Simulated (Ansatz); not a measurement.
# ZnSe (Stilleite) (F-43m) in Ansatz: a series of runs

One crystal, ZnSe (Stilleite), is run at these levels: CAM-B3LYP; tasks: single point, equation of state.

Program: Ansatz 0.2.0. These are calculated values, not measurements. Logs are shortened: lines on timing, memory, paths and dates and some standing lists are left out, and cuts for length are marked.

## 1. The crystal as given

It takes space group F-43m (No. 216, cubic). Conventional cell: a = 5.668 Å, b = 5.668 Å, c = 5.668 Å, α = 90.00°, β = 90.00°, γ = 90.00°. Se (site symmetry -43m) is surrounded by 4 Zn at 2.45 Å. Around Zn (site symmetry -43m) lie 4 Se at 2.45 Å.

## 2. Single point, CAM-B3LYP, 21.39 Å³/atom (volume scaled by 0.94)

File input.yaml:

```yaml
crystal:
  lattice:
    - [0.0, 2.7759511149, 2.7759511149]
    - [2.7759511149, 0.0, 2.7759511149]
    - [2.7759511149, 2.7759511149, 0.0]
  atoms:
    - { symbol: Se, position: [0.75, 0.75, 0.75] }
    - { symbol: Zn, position: [0.0, 0.0, 0.0] }
hamiltonian:
  xc: cam_b3lyp
  pseudopotentials: { kind: paw }
kpoints:
  mp_grid: { grid: [4, 4, 4] }
scf:
  occupations: { method: fermi_dirac, width: 0.05 }
output:
  forces: true
  stress: true
  eigenvalues: true
```

Potentials or basis: Ansatz PAW.

On the command line:

```bash
> ansatz run input.yaml --threads 2 --pin off --max-ram 5632MiB --backend cpu --events-out ev --progress --plain --runs-dir out
```

The log of the run:

```text
Warning: output.stress: scf.convergence.dr2_threshold = 1e-7 eV (the SCF's general default) is looser than the 2e-10 eV advised for a printed stress (1e-10 eV for each atom of the cell: 2). What an SCF threshold leaves in a stress goes as its square root, and in the free energy as the threshold itself, and one threshold admits the most on a small cell: of the crystals measured, under no hybrid functional and no lock of the moments, on runs that ended without the residual-converged pass, on stresses that held no estimate of that error, the worst erred by over 100 MPa in a component at 1e-7 eV an atom and by under 5 at 1e-10. Set scf.convergence.dr2_threshold to 2e-10 eV or tighter. The threshold is an SCF's pass mark: one that does not reach it within its budget of iterations ends unconverged, or closes short of it on a stop that the run arms, and scf.convergence.dr2_threshold's page says what that costs each kind of run
Warning: output.stress: scf.exx.energy_threshold = 1e-6 eV is looser than the 2e-8 eV advised for a stress under a hybrid functional (1e-8 eV for each atom of the cell: 2). Every SCF of the exchange loop can meet its threshold on dr2 while the loop round them stops early: no threshold on dr2 bounds what that leaves in the stress. Set scf.exx.energy_threshold to 2e-8 eV or tighter. The threshold is the loop's pass mark: a loop that does not reach it within its budget of cycles ends unconverged, and scf.exx.energy_threshold's page has the law
Warning: RAYON_NUM_THREADS=2 ignored (pool sized by the plan → 2); use --threads N
Engine: ansatz 0.2.0, aarch64-unknown-linux-gnu
Pseudopotentials: kind: paw
Pseudopotential: Se, paw, valence charge 16, recommended cutoff 420 eV (normal), Se.paw.azcp
Pseudopotential: Zn, paw, valence charge 12, recommended cutoff 420 eV (normal), Zn.paw.azcp
Functional definition: CAM-B3LYP
  parameter alpha = 0.19
  parameter beta = 0.46
  parameter omega = 0.33/bohr
  parameter ac = 0.81
  exchange = (1 - alpha - beta)*b88_x + beta*b88_x_sr(omega) + alpha*exact_x + beta*exact_x_lr(omega)
  correlation = (1 - ac)*vwn5_c + ac*lyp_c
Crystal: 2 atoms, lattice volume = 42.782 Å³
Basis set: ecut = 420 eV, 869 PW (Γ), exchange–correlation on 54×54×54 points (8 copies of the dense FFT grid, shifted against one another)
Bands: 18, of which v1, the nominal top of the filled ones, is band 14 counted from 1 (13 counted from 0)
Symmetry: 24 space group operations
Space group: F-43m (ITA 216), of the structure as read, at distance tolerance 3.5e-5 Å
k-points: 8 of 64 (time reversal used)
Non-local potential: Se, projectors of the file, l = 0: 2, l = 1: 2, l = 2: 3, l = 3: 1
Non-local potential: Zn, projectors of the file, l = 0: 2, l = 1: 2, l = 2: 3, l = 3: 1
PAW form: soft (Blöchl's): semilocal exchange-correlation on the pseudo side does not see the compensation charge
PAW frozen core: Se, regenerated for the run's functional, and the local potential with it (the file was generated under x = pbe(κ = 0.804, μ = 0.2195149727645171), c = pbe(β = 0.06672455060314922))
PAW frozen core: Zn, regenerated for the run's functional, and the local potential with it (the file was generated under x = pbe(κ = 0.804, μ = 0.2195149727645171), c = pbe(β = 0.06672455060314922))
PAW one-centre angular grid: Se, 590 points (default); XC on 64 Gauss nodes
PAW one-centre angular grid: Zn, 590 points (default); XC on 64 Gauss nodes
Initial density: superposition of atomic densities (neutral atoms: chi_scale 0, normalization atom), corrected by the library's trained network
Initial wavefunctions: pseudopotential atomic-orbital guess
Functional: x = b88, c = 0.19 vwn5 + 0.81 lyp, warm-up for x = b88 + 0.19 (exact − b88) at short range (ω = 0.6236096211265042 Å⁻¹) + 0.65 (exact − b88) at long range (ω = 0.6236096211265042 Å⁻¹), c = 0.19 vwn5 + 0.81 lyp
SCF iter   1: F=—  HF=-8823.652269 eV  |F-HF|=—  |Δ(HF+E_count)|=         —  Δρ=8.05e-3  dr2=2.81e-2  ethr=1.77e-3  ⟨swp⟩=7.6  Hψ=619  notcnv=0
preconditioner: auto → none  [insulator: Δε(μ)=1.591 eV  Ē_g=12.445 eV  σ=0.050 eV  W_gap=1.00  n_scr=14 (ndim 8)  ℏωp=24.1 eV  f_vac=0.099  D(μ)=0.00/eV (n_scr^D=0)]
iter 2 solved again at ethr=5.27e-6 eV; its pass at ethr=1.00e-4 eV (dr2=1.48e-3 eV) is discarded
SCF iter   2: F=—  HF=-8823.642608 eV  |F-HF|=—  |Δ(HF+E_count)|=   9.66e-3  Δρ=2.75e-3  dr2=1.48e-3  ethr=5.27e-6  ⟨swp⟩=2.1  Hψ=654  notcnv=0
SCF iter   3: F=—  HF=-8823.641829 eV  |F-HF|=—  |Δ(HF+E_count)|=   7.79e-4  Δρ=1.14e-3  dr2=5.71e-4  ethr=5.27e-6  ⟨swp⟩=4.0  Hψ=377  notcnv=0
SCF iter   4: F=-8823.641619 eV  HF=-8823.641639 eV  |F-HF|=1.96e-5  |Δ(HF+E_count)|=   1.91e-4  Δρ=4.14e-4  dr2=6.32e-5  ethr=2.04e-6  ⟨swp⟩=3.9  Hψ=330  notcnv=0
SCF 1 stopped early in 4 iterations: F = -8823.641619 eV  dr2 = 6.32e-5
Initial density: handed on by an earlier stage of this run
Initial wavefunctions: those handed on with the density
Functional: x = b88 + 0.19 (exact − b88) at short range (ω = 0.6236096211265042 Å⁻¹) + 0.65 (exact − b88) at long range (ω = 0.6236096211265042 Å⁻¹), c = 0.19 vwn5 + 0.81 lyp
Exchange kernel: α = 0.1900 at short range, 0.6500 at long range (ω = 0.6236 Å⁻¹), several ranges, Wigner–Seitz truncation, v(0) = 4356.6646 eV·Å³, q-mesh 4×4×4, nearest image of the exchange supercell L = 15.70 Å, pair-density grid 24×24×24, without the augmentation charges, whose exchange is taken in its separable form by FFT convolution over the k-point mesh (the finest that the files' search goes to), smooth part of the exact exchange by density-matrix convolution
Frozen-core exchange: fock
SCF iter   1: F=—  HF=-8812.577627 eV  |F-HF|=—  |Δ(HF+E_count)|=         —  Δρ=1.29e-2  dr2=3.26e-2  ethr=2.26e-6  ⟨swp⟩=5.9  Hψ=685  notcnv=0
preconditioner: auto → none  [insulator: Δε(μ)=5.126 eV  Ē_g=18.040 eV  σ=0.050 eV  W_gap=1.00  n_scr=14 (ndim 8)  ℏωp=24.1 eV  f_vac=0.114  D(μ)=0.00/eV (n_scr^D=0)]
SCF iter   2: F=—  HF=-8812.567828 eV  |F-HF|=—  |Δ(HF+E_count)|=   9.80e-3  Δρ=1.63e-3  dr2=7.23e-3  ethr=2.26e-6  ⟨swp⟩=4.0  Hψ=473  notcnv=0
SCF iter   3: F=—  HF=-8812.593700 eV  |F-HF|=—  |Δ(HF+E_count)|=   2.59e-2  Δρ=4.17e-3  dr2=4.02e-3  ethr=2.26e-6  ⟨swp⟩=4.0  Hψ=441  notcnv=0
SCF iter   4: F=—  HF=-8812.593172 eV  |F-HF|=—  |Δ(HF+E_count)|=   5.27e-4  Δρ=1.46e-3  dr2=7.87e-4  ethr=2.26e-6  ⟨swp⟩=3.5  Hψ=307  notcnv=0
SCF iter   5: F=—  HF=-8812.594993 eV  |F-HF|=—  |Δ(HF+E_count)|=   1.82e-3  Δρ=9.23e-4  dr2=2.51e-4  ethr=1.22e-6  ⟨swp⟩=4.0  Hψ=341  notcnv=0
SCF iter   6: F=-8812.594920 eV  HF=-8812.594921 eV  |F-HF|=4.74e-7  |Δ(HF+E_count)|=   7.23e-5  Δρ=3.68e-5  dr2=2.72e-5  ethr=6.08e-7  ⟨swp⟩=4.0  Hψ=328  notcnv=0
SCF 2 stopped early in 6 iterations: F = -8812.594920 eV  dr2 = 2.72e-5
hybrid outer 1: dexx = +3.610e-2 eV, tail = 2.27e-4 eV
Exchange kernel: α = 0.1900 at short range, 0.6500 at long range (ω = 0.6236 Å⁻¹), several ranges, Wigner–Seitz truncation, v(0) = 4356.6646 eV·Å³, q-mesh 4×4×4, nearest image of the exchange supercell L = 15.70 Å, pair-density grid 24×24×24, without the augmentation charges, whose exchange is taken in its separable form by FFT convolution over the k-point mesh (the finest that the files' search goes to), smooth part of the exact exchange by density-matrix convolution
Frozen-core exchange: fock
SCF iter   1: F=—  HF=-8812.595339 eV  |F-HF|=—  |Δ(HF+E_count)|=         —  Δρ=7.30e-5  dr2=3.59e-6  ethr=4.06e-6  ⟨swp⟩=3.5  Hψ=321  notcnv=0
preconditioner: auto → none  [insulator: Δε(μ)=5.344 eV  Ē_g=17.916 eV  σ=0.050 eV  W_gap=1.00  n_scr=14 (ndim 8)  ℏωp=24.1 eV  f_vac=0.110  D(μ)=0.00/eV (n_scr^D=0)]
SCF iter   2: F=—  HF=-8812.595352 eV  |F-HF|=—  |Δ(HF+E_count)|=   1.28e-5  Δρ=3.93e-5  dr2=3.88e-7  ethr=4.44e-9  ⟨swp⟩=4.0  Hψ=498  notcnv=0
SCF iter   3: F=—  HF=-8812.595352 eV  |F-HF|=—  |Δ(HF+E_count)|=   5.82e-7  Δρ=2.24e-5  dr2=8.36e-8  ethr=9.54e-10  ⟨swp⟩=3.2  Hψ=336  notcnv=0
SCF iter   4: F=—  HF=-8812.595352 eV  |F-HF|=—  |Δ(HF+E_count)|=   2.40e-8  Δρ=6.90e-6  dr2=1.31e-8  ethr=2.73e-10  ⟨swp⟩=3.6  Hψ=350  notcnv=0
SCF iter   5: F=-8812.595352 eV  HF=-8812.595352 eV  |F-HF|=1.50e-9  |Δ(HF+E_count)|=   8.62e-9  Δρ=2.11e-6  dr2=1.15e-9  ethr=4.38e-11  ⟨swp⟩=3.1  Hψ=344  notcnv=0
SCF 3 converged in 5 iterations: F = -8812.595352 eV  dr2 = 1.15e-9
  Residual-converged pass: ⟨swp⟩=3.8  Hψ=296  notcnv=0  max |occ|·‖R‖ = 2.4e-6 eV (tolerance 2.4e-6 eV)  dr2=1.16e-9  dr2_onsite=7.11e-10  max |Δocc| = 0.0e0
hybrid outer 2: dexx = +1.212e-5 eV, tail = 2.62e-7 eV, Δε = 6.79e-3 eV (about 3.70e-4 eV left of the loop's levels)
Exchange kernel: α = 0.1900 at short range, 0.6500 at long range (ω = 0.6236 Å⁻¹), several ranges, Wigner–Seitz truncation, v(0) = 4356.6646 eV·Å³, q-mesh 4×4×4, nearest image of the exchange supercell L = 15.70 Å, pair-density grid 24×24×24, without the augmentation charges, whose exchange is taken in its separable form by FFT convolution over the k-point mesh (the finest that the files' search goes to), smooth part of the exact exchange by density-matrix convolution
Frozen-core exchange: fock
SCF iter   1: F=—  HF=-8812.595353 eV  |F-HF|=—  |Δ(HF+E_count)|=         —  Δρ=2.19e-6  dr2=1.29e-9  ethr=4.68e-9  ⟨swp⟩=3.5  Hψ=312  notcnv=0
preconditioner: auto → none  [insulator: Δε(μ)=5.348 eV  Ē_g=17.916 eV  σ=0.050 eV  W_gap=1.00  n_scr=14 (ndim 8)  ℏωp=24.1 eV  f_vac=0.110  D(μ)=0.00/eV (n_scr^D=0)]
SCF iter   2: F=-8812.595353 eV  HF=-8812.595353 eV  |F-HF|=1.71e-10  |Δ(HF+E_count)|=   8.20e-9  Δρ=1.53e-6  dr2=4.28e-10  ethr=3.33e-12  ⟨swp⟩=4.0  Hψ=477  notcnv=0
SCF 4 converged in 2 iterations: F = -8812.595353 eV  dr2 = 4.28e-10
  Residual-converged pass: ⟨swp⟩=2.0  Hψ=179  notcnv=0  max |occ|·‖R‖ = 2.4e-6 eV (tolerance 2.4e-6 eV)  dr2=4.29e-10  dr2_onsite=9.63e-11  max |Δocc| = 0.0e0
hybrid outer 3: dexx = +5.044e-9 eV, tail = 1.53e-9 eV, Δε = 1.63e-4 eV (about 2.58e-5 eV left of the loop's levels), ΔF = 5.55e-17 eV/Å (tail 6.02e-17)
hybrid SCF converged: 3 outer / 13 inner (+4 warm-up), last move |dexx| = 5.04e-9 eV, tail = 1.53e-9 eV
Stability not checked: this state was not tested for a lower state beside it, because the functional holds exact exchange (a hybrid, or Hartree-Fock), whose exchange loop this test does not read (fock_operator; see scf.lower_state_search)
Free energy (F): -8812.595353 eV
Frozen-core exchange: fock
Harris-Foulkes:  -8812.595353 eV  (|F-HF|=1.71e-10)
Internal energy: -8812.595353 eV  (E = F + TS)
E sigma→0 (E₀):  -8812.595353 eV
Fermi energy:    8.460157 eV
--- Per-component energies (eV) ---
  E_band       = -479.641908
  E_kinetic    = 252.808782
  E_local      = -4305.827259  (includes V_loc(G=0)·N_el)
  E_nonlocal   = 15.110343
  E_hartree    = 2009.513450
  E_xc         = -162.171506
  E_vxc        = -100.662463  (∫ρ·V_xc dr)
  E_exx        = -152.154233  (= α·E_x^exact, valence–valence)
  E_paw        = -3692.723397  (= ΣΔE_a)
  E_vpaw       = -55.787962  (= ΣTr[D̂ρ^β])
  E_aug_tail   = -0.000986  (compensation charges beyond the density's cutoff)
  E_ewald      = -2777.645397
  E_core_change = 0.494850  (= ΣΔE_core)
  E_smearing   = -0.000000  (= −TS)
  E_closure    = 0.000000  (closes the sum)
  Σ components = -8812.595353   (vs F -8812.595353, Δ=0.00e0)
--- Forces (eV/Å), atoms counted from 1 ---
  atom   1  Se     0.00000000    -0.00000000     0.00000000
  atom   2  Zn    -0.00000000     0.00000000     0.00000000
  max |Σ_I F_I| component: 2.31e-16 eV/Å
--- Stress (GPa, compression-positive) ---
        6.509835      -0.000000      -0.000000
       -0.000000       6.509835       0.000000
       -0.000000       0.000000       6.509835
  P = ⅓ Tr σ = 6.5098 GPa (65.098 kbar)
--- Band table (eV; the first three rows and the last of 8) ---
  k-point 0: bands = ["-44.7617", "-44.7617", "-44.7617", "-44.7551", "-44.7551", "-9.9087", "-3.3156", "-3.3156", "-3.3156", "-2.9277", "-2.9277", "5.7584", "5.7584", "5.7584", "11.1069", "15.5944", "15.5944", "15.5944"]
  k-point 1: bands = ["-44.7617", "-44.7617", "-44.7616", "-44.7550", "-44.7550", "-9.4239", "-3.2610", "-3.2610", "-3.2112", "-2.9301", "-2.9301", "2.0642", "5.1634", "5.1634", "12.5513", "16.3438", "16.3438", "16.6597"]
  k-point 2: bands = ["-44.7616", "-44.7616", "-44.7614", "-44.7549", "-44.7549", "-8.8329", "-3.2216", "-3.2216", "-2.9136", "-2.9136", "-2.7175", "-0.7740", "4.6549", "4.6549", "12.2634", "16.2116", "16.2116", "18.7134"]
  k-point 7: bands = ["-44.7616", "-44.7616", "-44.7615", "-44.7549", "-44.7548", "-8.4652", "-3.1695", "-3.1115", "-2.9702", "-2.9502", "-2.5214", "0.0004", "2.2068", "2.4460", "15.1211", "15.8909", "17.1079", "17.5513"]
```

Run time: 13 s. Hardware: 2 threads of Arm Neoverse V1, shared host; peak memory 0.74 GiB.

Results:

```yaml
Free_energy: -8812.5954 eV
Pressure: 6.5 GPa
Band_gap_on_the_k_mesh: 5.35 eV, direct
```

Caveat: the k mesh is coarse (spacing up to 0.49 Å⁻¹), so the values aren't converged, least of all with exact exchange; the PAW data sets come from PBE, with cores solved anew for the run's functional, which leaves a small shift of forces and pressure; the thresholds are loose for stress.

## 3. Single point, CAM-B3LYP, 21.85 Å³/atom (volume scaled by 0.96)

input.yaml, as its differences from that of step 2:

```diff
@@ -2,5 +2,5 @@
   lattice:
-    - [0.0, 2.7759511149, 2.7759511149]
-    - [2.7759511149, 0.0, 2.7759511149]
-    - [2.7759511149, 2.7759511149, 0.0]
+    - [0.0, 2.7955007105, 2.7955007105]
+    - [2.7955007105, 0.0, 2.7955007105]
+    - [2.7955007105, 2.7955007105, 0.0]
   atoms:
```

Potentials or basis: Ansatz PAW.

On the command line:

```bash
> ansatz run input.yaml --threads 2 --pin off --max-ram 5632MiB --backend cpu --events-out ev --progress --plain --runs-dir out
```

Run time: 14 s. Hardware: 2 threads of Arm Neoverse V1, shared host; peak memory 0.74 GiB.

The run converged. Its results:

* Free energy: -8812.6270 eV
* Pressure: 4.7 GPa
* Band gap on the k mesh: 5.23 eV, direct

Caveat: the k mesh is coarse (spacing up to 0.49 Å⁻¹), so the values aren't converged, least of all with exact exchange; the PAW data sets come from PBE, with cores solved anew for the run's functional, which leaves a small shift of forces and pressure; the thresholds are loose for stress.

## 4. Single point, CAM-B3LYP, 22.30 Å³/atom (volume scaled by 0.98)

input.yaml, as its differences from that of step 3:

```diff
@@ -2,5 +2,5 @@
   lattice:
-    - [0.0, 2.7955007105, 2.7955007105]
-    - [2.7955007105, 0.0, 2.7955007105]
-    - [2.7955007105, 2.7955007105, 0.0]
+    - [0.0, 2.814780635, 2.814780635]
+    - [2.814780635, 0.0, 2.814780635]
+    - [2.814780635, 2.814780635, 0.0]
   atoms:
```

On the command line:

```bash
> ansatz run input.yaml --threads 2 --pin off --max-ram 5632MiB --backend cpu --events-out ev --progress --plain --runs-dir out
```

Wall time 13 s (2 threads of Arm Neoverse V1, shared host); peak memory 0.74 GiB.

It converged, with:

```
Free energy            : -8812.6486 eV
Pressure               : 3.0 GPa
Band gap on the k mesh : 5.12 eV, direct
```

Caveat: the k mesh is coarse (spacing up to 0.48 Å⁻¹), so the values aren't converged, least of all with exact exchange; the PAW data sets come from PBE, with cores solved anew for the run's functional, which leaves a small shift of forces and pressure; the thresholds are loose for stress.

## 5. Single point, CAM-B3LYP, 22.76 Å³/atom

input.yaml, as its differences from that of step 4:

```diff
@@ -2,5 +2,5 @@
   lattice:
-    - [0.0, 2.814780635, 2.814780635]
-    - [2.814780635, 0.0, 2.814780635]
-    - [2.814780635, 2.814780635, 0.0]
+    - [0.0, 2.8338, 2.8338]
+    - [2.8338, 0.0, 2.8338]
+    - [2.8338, 2.8338, 0.0]
   atoms:
```

On the command line:

```bash
> ansatz run input.yaml --threads 2 --pin off --max-ram 5632MiB --backend cpu --events-out ev --progress --plain --runs-dir out
```

It took 13 s on 2 threads of Arm Neoverse V1, shared host; peak memory 0.75 GiB.

The run converged. Its results:

```yaml
Free_energy: -8812.6613 eV
Pressure: 1.5 GPa
Band_gap_on_the_k_mesh: 5.01 eV, direct
```

Caveat: the k mesh is coarse (spacing up to 0.48 Å⁻¹), so the values aren't converged, least of all with exact exchange; the PAW data sets come from PBE, with cores solved anew for the run's functional, which leaves a small shift of forces and pressure; the thresholds are loose for stress.

## 6. Single point, CAM-B3LYP, 23.21 Å³/atom (volume scaled by 1.02)

input.yaml, as its differences from that of step 5:

```diff
@@ -2,5 +2,5 @@
   lattice:
-    - [0.0, 2.8338, 2.8338]
-    - [2.8338, 0.0, 2.8338]
-    - [2.8338, 2.8338, 0.0]
+    - [0.0, 2.8525674344, 2.8525674344]
+    - [2.8525674344, 0.0, 2.8525674344]
+    - [2.8525674344, 2.8525674344, 0.0]
   atoms:
```

Potentials or basis: Ansatz PAW.

On the command line:

```bash
> ansatz run input.yaml --threads 2 --pin off --max-ram 5632MiB --backend cpu --events-out ev --progress --plain --runs-dir out
```

Run time: 14 s. Hardware: 2 threads of Arm Neoverse V1, shared host; peak memory 0.75 GiB.

It converged, with:

* Free energy: -8812.6658 eV
* Pressure: 0.1 GPa
* Band gap on the k mesh: 4.90 eV, direct

Caveat: the k mesh is coarse (spacing up to 0.48 Å⁻¹), so the values aren't converged, least of all with exact exchange; the PAW data sets come from PBE, with cores solved anew for the run's functional, which leaves a small shift of forces and pressure; the thresholds are loose for stress.

## 7. Single point, CAM-B3LYP, 23.67 Å³/atom (volume scaled by 1.04)

input.yaml, as its differences from that of step 6:

```diff
@@ -2,5 +2,5 @@
   lattice:
-    - [0.0, 2.8525674344, 2.8525674344]
-    - [2.8525674344, 0.0, 2.8525674344]
-    - [2.8525674344, 2.8525674344, 0.0]
+    - [0.0, 2.8710911185, 2.8710911185]
+    - [2.8710911185, 0.0, 2.8710911185]
+    - [2.8710911185, 2.8710911185, 0.0]
   atoms:
@@ -19 +19,5 @@
   eigenvalues: true
+  write_density: true
+  write_potential: true
+  elf: true
+  volumetric_format: npy
```

On the command line:

```bash
> ansatz run input.yaml --threads 2 --pin off --max-ram 5632MiB --backend cpu --events-out ev --progress --plain --runs-dir out
```

Wall time 13 s (2 threads of Arm Neoverse V1, shared host); peak memory 0.76 GiB.

The run converged. Its results:

```yaml
Free_energy: -8812.6630 eV
Pressure: -1.1 GPa
Band_gap_on_the_k_mesh: 4.80 eV, direct
```

Caveat: the k mesh is coarse (spacing up to 0.47 Å⁻¹), so the values aren't converged, least of all with exact exchange; the PAW data sets come from PBE, with cores solved anew for the run's functional, which leaves a small shift of forces and pressure; the thresholds are loose for stress.

## 8. Single point, CAM-B3LYP, 24.12 Å³/atom (volume scaled by 1.06)

input.yaml, as its differences from that of step 7:

```diff
@@ -2,5 +2,5 @@
   lattice:
-    - [0.0, 2.8710911185, 2.8710911185]
-    - [2.8710911185, 0.0, 2.8710911185]
-    - [2.8710911185, 2.8710911185, 0.0]
+    - [0.0, 2.8893788162, 2.8893788162]
+    - [2.8893788162, 0.0, 2.8893788162]
+    - [2.8893788162, 2.8893788162, 0.0]
   atoms:
```

On the command line:

```bash
> ansatz run input.yaml --threads 2 --pin off --max-ram 5632MiB --backend cpu --events-out ev --progress --plain --runs-dir out
```

Run time: 13 s. Hardware: 2 threads of Arm Neoverse V1, shared host; peak memory 0.76 GiB.

The run converged. Its results:

| Quantity | Value |
| --- | --- |
| Free energy | -8812.6538 eV |
| Pressure | -2.2 GPa |
| Band gap on the k mesh | 4.70 eV, direct |

Caveat: the k mesh is coarse (spacing up to 0.47 Å⁻¹), so the values aren't converged, least of all with exact exchange; the PAW data sets come from PBE, with cores solved anew for the run's functional, which leaves a small shift of forces and pressure; the thresholds are loose for stress.

## 9. Equation of state, CAM-B3LYP

Potentials or basis: Ansatz PAW.

This step only gathers the single runs of the series.

Results:

| Property | Result |
| --- | --- |
| Equilibrium volume | 23.26 Å³/atom |
| Bulk modulus | 65 GPa |
| Pressure derivative of the bulk modulus | 4.4 |

Energy against volume, from the lowest point:
| volume (Å³/atom) | energy (meV/atom) |
| --- | --- |
| 21.391 | 35.24 |
| 21.846 | 19.41 |
| 22.301 | 8.62 |
| 22.757 | 2.27 |
| 23.212 | 0.00 |
| 23.667 | 1.41 |
| 24.122 | 6.01 |

Caveat: the k mesh is coarse (spacing up to 0.48 Å⁻¹), so the values aren't converged, least of all with exact exchange; the potentials were made for another functional, which shifts forces and pressure.
